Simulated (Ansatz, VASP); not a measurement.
# GaP: VASP beside Ansatz

```
CELL_PARAMETERS angstrom
0.00000 2.74330 2.74330
2.74330 0.00000 2.74330
2.74330 2.74330 0.00000
ATOMIC_POSITIONS crystal
Ga 0.00000 0.00000 0.00000
P 0.75000 0.75000 0.75000
```

Alike in both runs: task single point; functional PBEsol; k mesh 8 × 8 × 8; occupations fermi-dirac, width 0.05 eV; no spin polarisation.

|  | VASP | Ansatz |
| --- | --- | --- |
| version | VASP 6.6.1 | Ansatz 0.2.0 |
| potentials or method | VASP PAW PBE potentials, release 64 (Ga_d, P) | Ansatz PAW |
| plane-wave cutoff (eV) | 520 | 420 |
| valence electrons in the cell | 18 | 18 |

Ansatz gave:

| Quantity | Value |
| --- | --- |
| gap on the k mesh at the Fermi level (eV) | 1.52 |
| least direct gap on the mesh (eV) | 1.58 |
| pressure (GPa) | -2.1 |

Problem. Which values does VASP return?

Solution. gap on the k mesh at the Fermi level (eV): 1.53; least direct gap on the mesh (eV): 1.59; pressure (GPa): -2.2.

The functional is the same, so the differences come from potentials, cutoffs and numerics.

Caveats: the PAW data sets were made with another functional, which shifts forces and pressure a little (VASP); the PAW data sets come from PBE, with cores solved anew for the run's functional, which leaves a small shift of forces and pressure (Ansatz). A k mesh can miss the band edges. A hybrid or GW would open this gap; PBEsol tends to underestimate it.
